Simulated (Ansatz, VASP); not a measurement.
# Cross-check of P (dimer P chain) between VASP and Ansatz

One calculation is typed for both programs; each brings its own data sets. How far apart do they land? The structure shown is the start of the Ansatz relaxation below; VASP solves that cell, so the two are compared at the walk's first step. Other levels of theory on this material are compared in a session of their own.

Program: Ansatz 0.2.0. Level of theory: plane waves, with VASP 6.6.1 beside it; single point at RPBE. Results are calculated unless marked as measured.

## (1) Starting point

The cell holds 2 atoms: 2 P. Its edges and angles: a = 7.500 Å, b = 7.500 Å, c = 4.066 Å, α = 90.0°, β = 90.0°, γ = 90.0°. Vacuum lies along a and b. The structure's axis is c.

## (2) Ansatz: relaxation, RPBE

Ansatz runs on its default PAW (the set named soft_2) files.

The two programs are compared at the cell with which this relaxation starts, whose forces are those of its first step.

The input, input.yaml:

```yaml
crystal:
  lattice:
    - [7.5, 0.0, 0.0]
    - [0.0, 7.5, 0.0]
    - [0.0, 0.0, 4.066]
  atoms:
    - { symbol: P, position: [0.5, 0.5, 0.0], spin: 0.3 }
    - { symbol: P, position: [0.5, 0.5, 0.45], spin: 0.3 }
magnetization:
  spin_polarized: true
kpoints:
  mp_grid: { grid: [1, 1, 20] }
scf:
  occupations: { method: fermi_dirac, width: 0.05 }
hamiltonian:
  xc: rpbe
relax:
  cell: { fix: [a, b, alpha, beta, gamma] }
  max_steps: 60
```

Run with:

```
$ ansatz run input.yaml --threads 4 --pin off --max-ram 8192MiB --backend cpu --events-out ev --progress --plain --runs-dir out
```

Numbers of over 12 decimals in the logs are rounded to 6 here.

What it wrote:

```text
Engine: ansatz 0.2.0, aarch64-unknown-linux-gnu
Pseudopotentials: kind: paw
Pseudopotential: P, paw, valence charge 5, recommended cutoff 420 eV (normal), P.paw.azcp
Functional definition: RPBE
  parameter kappa = 0.804
  parameter beta = 0.066725
  exchange = rpbe_x(kappa = kappa, mu = beta*pi^2/3)
  correlation = pbe_c(beta = beta)
Crystal: 2 atoms, lattice volume = 228.712 Å³
Basis set: ecut = 420 eV, 4469 PW (Γ), exchange–correlation on 108×108×60 points (8 copies of the dense FFT grid, shifted against one another)
Bands: 10, of which v1, the nominal top of the filled ones, is band 5 counted from 1 (4 counted from 0)
Symmetry: 16 space group operations
Space group: P4/mmm (ITA 123), of the structure as read, at distance tolerance 6.1e-5 Å
Magnetic group: BNS 123.339 (UNI 999), of the structure as read, at distance tolerance 6.1e-5 Å
k-points: 11 of 20
Non-local potential: P, projectors of the file, l = 0: 2, l = 1: 2, l = 2: 2
PAW form: soft (Blöchl's): semilocal exchange-correlation on the pseudo side does not see the compensation charge
PAW frozen core: P, regenerated for the run's functional, and the local potential with it (the file was generated under x = pbe(κ = 0.804, μ = 0.219515), c = pbe(β = 0.066725))
PAW one-centre angular grid: P, 110 points (default); XC on 64 Gauss nodes
Initial density: superposition of atomic densities (neutral atoms: chi_scale 0, normalization atom)
Starting moments: Σ|m| = 0.6 μB on 2 of 2 sites
Initial wavefunctions: pseudopotential atomic-orbital guess
Functional: x = rpbe, c = pbe(β = 0.066725)
SCF iter   1: F=—  HF=-1515.576054 eV  |F-HF|=—  |Δ(HF+E_count)|=         —  Δρ=1.13e-2 (↑8.21e-3 ↓1.13e-2)  dr2=1.32e0  dr2_m=1.59e-2  M=0.224 μB ∫|m|=0.226 μB  β_m=0.30  ethr=3.10e-3  ⟨swp⟩=8.3  Hψ=2046  notcnv=0
preconditioner: auto → none  [insulator: Δε(μ)=0.259 eV  Ē_g=8.199 eV  σ=0.050 eV  W_gap=0.75  n_scr=10 (ndim 8)  ℏωp=6.9 eV  f_vac=0.596  D(μ)=1.75/eV (n_scr^D=4)  ε∞_Penn≈1.7]
SCF iter   2: F=—  HF=-1515.188080 eV  |F-HF|=—  |Δ(HF+E_count)|=   3.88e-1  Δρ=5.26e-3 (↑3.79e-3 ↓5.26e-3)  dr2=2.07e-1  dr2_m=5.53e-3  M=0.256 μB ∫|m|=0.257 μB  β_m=0.30  ethr=3.10e-3  ⟨swp⟩=3.0  Hψ=612  notcnv=0  defer=11
SCF iter   3: F=—  HF=-1515.122669 eV  |F-HF|=—  |Δ(HF+E_count)|=   6.54e-2  Δρ=2.06e-3 (↑1.95e-3 ↓2.06e-3)  dr2=1.60e-2  dr2_m=4.04e-3  M=0.215 μB ∫|m|=0.216 μB  β_m=0.30  ethr=2.07e-3  ⟨swp⟩=3.3  Hψ=420  notcnv=0  defer=11
SCF iter   4: F=—  HF=-1515.120862 eV  |F-HF|=—  |Δ(HF+E_count)|=   1.81e-3  Δρ=1.22e-3 (↑1.22e-3 ↓1.22e-3)  dr2=1.42e-3  dr2_m=2.71e-3  M=0.190 μB ∫|m|=0.191 μB  β_m=0.30  ethr=1.60e-4  ⟨swp⟩=3.0  Hψ=445  notcnv=0  defer=11
SCF iter   5: F=—  HF=-1515.122676 eV  |F-HF|=—  |Δ(HF+E_count)|=   1.81e-3  Δρ=1.06e-3 (↑1.06e-3 ↓8.71e-4)  dr2=5.43e-4  dr2_m=1.87e-3  M=0.168 μB ∫|m|=0.169 μB  β_m=0.30  ethr=1.42e-5  ⟨swp⟩=2.1  Hψ=435  notcnv=0  defer=11
SCF iter   6: F=—  HF=-1515.123759 eV  |F-HF|=—  |Δ(HF+E_count)|=   1.08e-3  Δρ=7.46e-4 (↑7.38e-4 ↓7.46e-4)  dr2=1.52e-5  dr2_m=1.15e-3  M=0.156 μB ∫|m|=0.157 μB  β_m=0.30  ethr=5.43e-6  ⟨swp⟩=2.3  Hψ=360  notcnv=0  defer=11
SCF iter   7: F=—  HF=-1515.124535 eV  |F-HF|=—  |Δ(HF+E_count)|=   7.76e-4  Δρ=6.17e-4 (↑6.17e-4 ↓6.07e-4)  dr2=2.78e-6  dr2_m=7.84e-4  M=0.142 μB ∫|m|=0.143 μB  β_m=0.30  ethr=1.52e-7  ⟨swp⟩=3.0  Hψ=386  notcnv=0  defer=11
SCF iter   8: F=—  HF=-1515.125090 eV  |F-HF|=—  |Δ(HF+E_count)|=   5.55e-4  Δρ=5.20e-4 (↑5.20e-4 ↓5.03e-4)  dr2=3.85e-6  dr2_m=5.48e-4  M=0.129 μB ∫|m|=0.131 μB  β_m=0.30  ethr=2.78e-8  ⟨swp⟩=2.6  Hψ=353  notcnv=0  defer=11
Mixer restart at iter 8: flushing history
spin-set hold released at iteration 8 (site moments contracting): the magnetisation degrees of freedom join the quasi-Newton model from the next iteration; the mixer history was flushed
SCF iter   9: F=—  HF=-1515.125486 eV  |F-HF|=—  |Δ(HF+E_count)|=   3.96e-4  Δρ=4.43e-4 (↑4.43e-4 ↓4.23e-4)  dr2=5.49e-6  dr2_m=3.92e-4  M=0.118 μB ∫|m|=0.120 μB  β_m=0.40  ethr=2.78e-8  ⟨swp⟩=2.1  Hψ=330  notcnv=0  defer=11
SCF iter  10: F=—  HF=-1515.126408 eV  |F-HF|=—  |Δ(HF+E_count)|=   9.22e-4  Δρ=2.07e-4 (↑2.06e-4 ↓2.07e-4)  dr2=5.52e-7  dr2_m=8.90e-5  M=0.078 μB ∫|m|=0.079 μB  β_m=0.74  ethr=2.78e-8  ⟨swp⟩=3.8  Hψ=483  notcnv=0  defer=11
SCF iter  11: F=—  HF=-1515.126816 eV  |F-HF|=—  |Δ(HF+E_count)|=   4.08e-4  Δρ=8.49e-5 (↑7.72e-5 ↓8.49e-5)  dr2=1.69e-6  dr2_m=1.36e-5  M=0.037 μB ∫|m|=0.038 μB  β_m=0.87  ethr=5.52e-9  ⟨swp⟩=4.3  Hψ=530  notcnv=0  defer=11
SCF iter  12: F=—  HF=-1515.126930 eV  |F-HF|=—  |Δ(HF+E_count)|=   1.14e-4  Δρ=3.58e-5 (↑3.58e-5 ↓1.76e-5)  dr2=7.51e-6  dr2_m=8.86e-7  M=0.010 μB ∫|m|=0.010 μB  β_m=0.74  ethr=5.52e-9  ⟨swp⟩=4.2  Hψ=529  notcnv=0  defer=11
[...]
SCF 6 converged in 8 iterations: F = -1515.800788 eV  dr2 = 1.86e-12
relax step   6: F+E_penalty+E_count = -1515.80078800 eV  Δ(F+E_penalty+E_count) = -1.387e-3 eV  max|allowed force component| = 5.195e-5 eV/Å  Δτ_max = 0.0006 Å  P = +0.078 GPa  Ω = 238.948 Å³  energy of the carried Pulay correction = -1.754e-4 eV  fix = [a, b, alpha, beta, gamma]  reactions: a +0.091, b +0.091 GPa  (8 SCF iters, dr2 threshold 1.76e-7 eV, accepted)
[...]
relax step   7: F+E_penalty+E_count = -1515.80081621 eV  Δ(F+E_penalty+E_count) = -2.821e-5 eV  max|allowed force component| = 2.647e-4 eV/Å  Δτ_max = 0.0000 Å  P = +0.055 GPa  Ω = 239.265 Å³  energy of the carried Pulay correction = -1.807e-4 eV  fix = [a, b, alpha, beta, gamma]  reactions: a +0.091, b +0.091 GPa  (8 SCF iters, dr2 threshold 6.43e-9 eV, accepted)
[...]
relax step   8: F+E_penalty+E_count = -1515.80129099 eV  Δ(F+E_penalty+E_count) = -4.748e-4 eV  max|allowed force component| = 2.646e-4 eV/Å  Δτ_max = 0.0000 Å  P = +0.059 GPa  Ω = 239.265 Å³  fix = [a, b, alpha, beta, gamma]  reactions: a +0.093, b +0.093 GPa  stress off target by 7.86e-3 GPa on what of the cell is left free  SCF on the basis re-selected at this cell (its energy is not comparable with the rows above)  (6 SCF iters)
basis re-selected at this cell: Δ(F+E_penalty+E_count) = -4.748e-4 eV, ΔP = +0.005 GPa vs the last step (what re-selecting the basis moved, of the pressure what is left beyond the Pulay correction that the steps carried, after the strain that the cell walked since its last selection, with what the two solves' SCF thresholds leave and, on support functions, any second-order correction that the steps lacked; it is no m [...]
SCF converged after 6 iterations
Magnetization: -0.0000 μB (5.0000 up, 5.0000 down)
Absolute magnetization: 0.0000 μB (∫|ρ↑−ρ↓|, with the PAW one-centre terms)
Spin contamination: 0.0000 ħ² per cell (⟨S²⟩ above its minimum at these occupations)
Per-site moments (μB) at R_I (Å): [(-7.176923498930343e-8, 0.877291), (-7.176923498647098e-8, 0.877291)]
Free energy (F): -1515.801291 eV
Harris-Foulkes:  -1515.801291 eV  (|F-HF|=2.43e-11)
Internal energy: -1515.783785 eV  (E = F + TS)
E sigma→0 (E₀):  -1515.792538 eV
Entropy (-TS):   -0.017506 eV (-8.753 meV/atom)
Fermi energy:    -3.484897 eV
--- Per-component energies (eV) ---
  E_band       = -86.167125
  E_kinetic    = 134.968670
  E_local      = -636.485012  (includes V_loc(G=0)·N_el)
  E_nonlocal   = 66.899603
  E_hartree    = 239.417434
  E_xc         = -119.420148
  E_vxc        = -116.118330  (∫ρ·V_xc dr)
  E_paw        = -1144.846624  (= ΣΔE_a)
  E_vpaw       = -14.266896  (= ΣTr[D̂ρ^β])
  E_aug_tail   = 0.000007  (compensation charges beyond the density's cutoff)
  E_ewald      = -56.256614
  E_core_change = -0.061100  (= ΣΔE_core)
  E_smearing   = -0.017506  (= −TS)
  E_closure    = -0.000000  (closes the sum)
  Σ components = -1515.801291   (vs F -1515.801291, Δ=0.00e0)
--- Forces (eV/Å), atoms counted from 1 ---
  atom   1  P      0.00000000     0.00000000    -0.00026456
  atom   2  P      0.00000000     0.00000000     0.00026456
  max |Σ_I F_I| component: 5.42e-20 eV/Å
--- Stress (GPa, compression-positive) ---
        0.092792       0.000000       0.000000
        0.000000       0.092792       0.000000
        0.000000       0.000000      -0.007856
  P = ⅓ Tr σ = 0.0592 GPa (0.592 kbar)
--- Relaxed structure (7 steps of the walk, 7 accepted, 1 SCFs on fresh bases) ---
  F+E_penalty+E_count = -1515.80129099 eV   max|allowed force component| = 2.646e-4 eV/Å   (the final SCF, on the basis selected at the relaxed cell)
  cell:  # Å, volume = 239.2650 Å³
    - [7.5, 0.0, 0.0]
    - [0.0, 7.5, 0.0]
    - [0.0, 0.0, 4.253600]
  atoms:
    - { symbol: P, position: [0.5, 0.5, -0.024996] }
    - { symbol: P, position: [0.5, 0.5, 0.474996] }
```

## (3) VASP: single point, RPBE, start cell

The same cell, functional, mesh and smearing now go to VASP, with its own data sets.

Lines of VASP's logs that name or quote its potential files are left out, and so is its time.

The input, INCAR:

```
SYSTEM = P
PREC = Accurate
ENCUT = 400
EDIFF = 1E-06
NELM = 200
ISMEAR = -1
SIGMA = 0.05
LREAL = .FALSE.
ALGO = Normal
GGA = RP
NBANDS = 12
ISPIN = 2
MAGMOM = -0 -0
LORBIT = 11
LWAVE = .FALSE.
LCHARG = .FALSE.
ISIF = 2
LASPH = .TRUE.
GGA_COMPAT = .FALSE.
```

The input, POSCAR:

```
P
1.0
    7.5000000000      0.0000000000      0.0000000000
    0.0000000000      7.5000000000      0.0000000000
    0.0000000000      0.0000000000      4.0660000000
P
2
Direct
    0.5000000000      0.5000000000      0.0000000000
    0.5000000000      0.5000000000      0.4500000000
```

The input, KPOINTS:

```
Automatic mesh
0
Gamma
1 1 20
0 0 0
```

The projector-augmented-wave data sets are P (PBE family, release 64).

Run with:

```
$ mpirun -np 1 vasp_std
```

What it wrote:

```text
[banner, memory and clock lines left out]
running    1 mpi-ranks, on    1 nodes
 distrk:  each k-point on    1 cores,    1 groups
 distr:  one band on    1 cores,    1 groups

 POSCAR found type information on POSCAR P
 POSCAR found :  1 types and       2 ions
|                                                                             |
|               ----> ADVICE to this user running VASP <----                  |
|                                                                             |
|     You enforced a specific xc type in the INCAR file but a different       |
|     [... a line on the potential file left out ...]
|     I HOPE YOU KNOW WHAT YOU ARE DOING!                                     |
|                                                                             |

 LDA part: xc-table for (Slater+PW92), standard interpolation
 POSCAR, INCAR and KPOINTS ok, starting setup
 FFT: planning ... GRIDC
 FFT: planning ... GRID_SOFT
 FFT: planning ... GRID
 WAVECAR not read
 entering main loop
       N       E                     dE             d eps       ncg     rms          rms(c)
DAV:   1     0.480206907304E+02    0.48021E+02   -0.26713E+03   528   0.444E+02
DAV:   2    -0.315167565747E+01   -0.51172E+02   -0.48967E+02   796   0.903E+01
DAV:   3    -0.787573726923E+01   -0.47241E+01   -0.46512E+01   720   0.328E+01
DAV:   4    -0.794900669379E+01   -0.73269E-01   -0.73191E-01   760   0.500E+00
DAV:   5    -0.795023208911E+01   -0.12254E-02   -0.12253E-02   748   0.581E-01    0.103E+01
DAV:   6    -0.746741961702E+01    0.48281E+00   -0.10164E+00   668   0.441E+00    0.503E+00
DAV:   7    -0.741416734479E+01    0.53252E-01   -0.43927E-01   696   0.296E+00    0.198E+00
DAV:   8    -0.740433926065E+01    0.98281E-02   -0.25405E-02   656   0.948E-01    0.777E-01
DAV:   9    -0.740136418075E+01    0.29751E-02   -0.60529E-03   632   0.378E-01    0.283E-01
DAV:  10    -0.740085742846E+01    0.50675E-03   -0.10156E-03   560   0.201E-01    0.738E-02
DAV:  11    -0.740100319245E+01   -0.14576E-03   -0.75251E-05   584   0.512E-02    0.489E-02
DAV:  12    -0.740167362835E+01   -0.67044E-03   -0.22489E-04   544   0.880E-02    0.313E-02
DAV:  13    -0.740200698203E+01   -0.33335E-03   -0.10038E-04   560   0.499E-02    0.217E-02
DAV:  14    -0.740205449159E+01   -0.47510E-04   -0.31113E-06   796   0.110E-02    0.699E-03
DAV:  15    -0.740216068263E+01   -0.10619E-03   -0.12965E-05   640   0.176E-02    0.243E-02
DAV:  16    -0.740217017919E+01   -0.94966E-05   -0.11174E-06   712   0.609E-03    0.904E-03
DAV:  17    -0.740217729982E+01   -0.71206E-05   -0.47606E-07   628   0.381E-03    0.233E-03
DAV:  18    -0.740218415715E+01   -0.68573E-05   -0.69275E-07   612   0.428E-03    0.286E-03
DAV:  19    -0.740218457302E+01   -0.41587E-06   -0.41773E-08   712   0.162E-03
   1 F= -.74021846E+01 E0= -.73938929E+01  d E =-.165833E-01  mag=    -0.0000
```

Parts of OUTCAR (step 3):

```text
ion  position               nearest neighbor table
   1  0.500  0.500  0.000-   2 1.83   2 2.24
   2  0.500  0.500  0.450-   1 1.83   1 2.24

  LATTYP: Found a simple tetragonal cell.
 ALAT       =     7.5000000000
 C/A-ratio  =     0.5421333333

 Subroutine GETGRP returns: Found 16 space group operations
 (whereof  8 operations were pure point group operations)

The static configuration has the point symmetry C_4v.
 The point group associated with its full space group is D_4h.

 Found     11 irreducible k-points:

   k-points           NKPTS =     11   k-points in BZ     NKDIM =     11   number of bands    NBANDS=     12

   dimension x,y,z NGX =    50 NGY =   50 NGZ =   28
   dimension x,y,z NGXF=   100 NGYF=  100 NGZF=   56

   ENCUT  =  400.0 eV  29.40 Ry    5.42 a.u.  12.23 12.23  6.63*2*pi/ulx,y,z

   NELECT =      10.0000    total number of electrons

 k-points in reciprocal lattice and weights: Automatic mesh
   0.00000000  0.00000000  0.00000000       0.050
   0.00000000  0.00000000  0.05000000       0.100
   0.00000000  0.00000000  0.10000000       0.100
   0.00000000  0.00000000  0.15000000       0.100
   0.00000000  0.00000000  0.20000000       0.100
   0.00000000  0.00000000  0.25000000       0.100
   0.00000000  0.00000000  0.30000000       0.100
   0.00000000  0.00000000  0.35000000       0.100
   0.00000000  0.00000000  0.40000000       0.100
   0.00000000  0.00000000  0.45000000       0.100
   0.00000000  0.00000000  0.50000000       0.050

 average (electrostatic) potential at core
       1 -92.1526       2 -92.1526

 E-fermi :  -3.1922

 spin component 1
 k-point     1 :       0.0000    0.0000    0.0000
  band No.  band energies     occupation
      1     -16.8150      1.00000
      2      -9.4578      1.00000
      3      -6.9754      1.00000
      4      -6.5482      1.00000
      5      -6.5482      1.00000
      6       0.1016      0.00000
      7       0.5419      0.00000
      8       0.5419      0.00000
      9       1.8134      0.00000
     10       2.8013      0.00000
    ...

 k-point     2 :       0.0000    0.0000    0.0500
  band No.  band energies     occupation
      1     -16.7967      1.00000
      2      -9.6556      1.00000
      3      -6.7465      1.00000
      4      -6.5293      1.00000
      5      -6.5293      1.00000
      6       0.1229      0.00000
      7       0.3452      0.00000
      8       0.3452      0.00000
      9       1.8359      0.00000
     10       2.8235      0.00000
    ...

 k-point     3 :       0.0000    0.0000    0.1000
  band No.  band energies     occupation
      1     -16.7421      1.00000
      2     -10.1121      1.00000
      3      -6.4727      1.00000
      4      -6.4727      1.00000
      5      -6.1970      1.00000
      6      -0.1157      0.00000
      7      -0.1157      0.00000
      8       0.1864      0.00000
      9       1.9035      0.00000
     10       2.8901      0.00000
    ...

 k-point     4 :       0.0000    0.0000    0.1500
  band No.  band energies     occupation
      1     -16.6521      1.00000
      2     -10.6579      1.00000
      3      -6.3791      1.00000
      4      -6.3791      1.00000
      5      -5.4974      1.00000
      6      -0.6739      0.00000
      7      -0.6739      0.00000
      8       0.2918      0.00000
      9       2.0160      0.00000
     10       3.0010      0.00000
    ...

 k-point     5 :       0.0000    0.0000    0.2000
  band No.  band energies     occupation
      1     -16.5289      1.00000
      2     -11.2171      1.00000
      3      -6.2495      1.00000
      4      -6.2495      1.00000
      5      -4.7254      1.00000
      6      -1.2504      0.00000
      7      -1.2504      0.00000
      8       0.4380      0.00000
      9       2.1734      0.00000
     10       3.1560      0.00000
    ...

 k-point     6 :       0.0000    0.0000    0.2500
  band No.  band energies     occupation
      1     -16.3759      1.00000
      2     -11.7570      1.00000
      3      -6.0859      1.00000
      4      -6.0859      1.00000
      5      -3.9170      1.00000
      6      -1.8114      0.00000
      7      -1.8114      0.00000
      8       0.6231      0.00000
      9       2.3756      0.00000
     10       3.3548      0.00000
    ...

  Total        0.1178135      0.1178135     11.9113631      0.0000000      0.0000000      0.0000000
  in kB        0.8253074      0.8253074     83.4415085      0.0000000      0.0000000      0.0000000
  external PRESSURE =      28.3640411 kB  Pullay stress =       0.0000000 kB

  energy-cutoff  :      400.00
  volume of cell :      228.71
      direct lattice vectors                 reciprocal lattice vectors
     7.500000000  0.000000000  0.000000000     0.133333333  0.000000000  0.000000000
     0.000000000  7.500000000  0.000000000     0.000000000  0.133333333  0.000000000
     0.000000000  0.000000000  4.066000000     0.000000000  0.000000000  0.245941958

 POSITION                                       TOTAL-FORCE (eV/Angst)
 -----------------------------------------------------------------------------------
      3.75000      3.75000      0.00000         0.000000      0.000000     -6.192437
      3.75000      3.75000      1.82970        -0.000000     -0.000000      6.192437
 -----------------------------------------------------------------------------------
    total drift:                                0.000000     -0.000000      0.000011

  FREE ENERGIE OF THE ION-ELECTRON SYSTEM (eV)
  ---------------------------------------------------
  free  energy   TOTEN  =        -7.4021845730 eV

  energy  without entropy=       -7.3856012679  energy(sigma->0) =       -7.39389292

 total charge
# of ion       s       p       d       tot
------------------------------------------
    1        1.116   1.441   0.000   2.557
    2        1.116   1.441   0.000   2.557
--------------------------------------------------
tot          2.233   2.881   0.000   5.114

 magnetization (x)
# of ion       s       p       d       tot
------------------------------------------
    1        0.000  -0.000   0.000  -0.000
    2        0.000  -0.000   0.000  -0.000
--------------------------------------------------
tot          0.000  -0.000   0.000  -0.000

[... 6 further parts left out ...]
```

## (4) Comparison

Known differences besides the potentials themselves: the cutoff is 420 eV in Ansatz and 400 eV in VASP; Ansatz makes its cores anew for this functional, VASP keeps those of its PBE data sets. Total energies have different zeros and are not compared.

Forces (eV/Å; atoms numbered as in POSCAR):

| atom | Ansatz x, y, z | VASP x, y, z |
| --- | --- | --- |
| P1 | 0.000, 0.000, -6.341 | 0.000, 0.000, -6.192 |
| P2 | 0.000, 0.000, 6.341 | 0.000, 0.000, 6.192 |

The forces differ by 86 meV/Å r.m.s., which is 2.4 % of the r.m.s. force of 3.575 eV/Å (both taken over all components). Moments aren't recorded for both runs of this pair, so they may hold unlike magnetic states.

## (5) Results

```
r.m.s. force difference (single point, RPBE, start cell) : 2.4 % of the r.m.s. force
```

What this shows: The r.m.s. force difference is 2.4 % of the r.m.s. force (single point, RPBE, start cell), within the 3 % picked in this series as the mark of a large difference. 9 further runs of this series are not shown here. How closely two codes agree says nothing of how well the functional describes the real material.

[Lines on the potential files, build, host, timing and source positions are cut from VASP's logs without a mark.]

[Logs are printed without paths, hosts, clocks, repeated set-up lines and the standing remarks that a program may print on its own settings, such as how far it seeks lower states.]

[Hosts, paths, dates, database ids (printed as entryN), source tags and the programs' standing remarks are cut or masked in the printed files.]
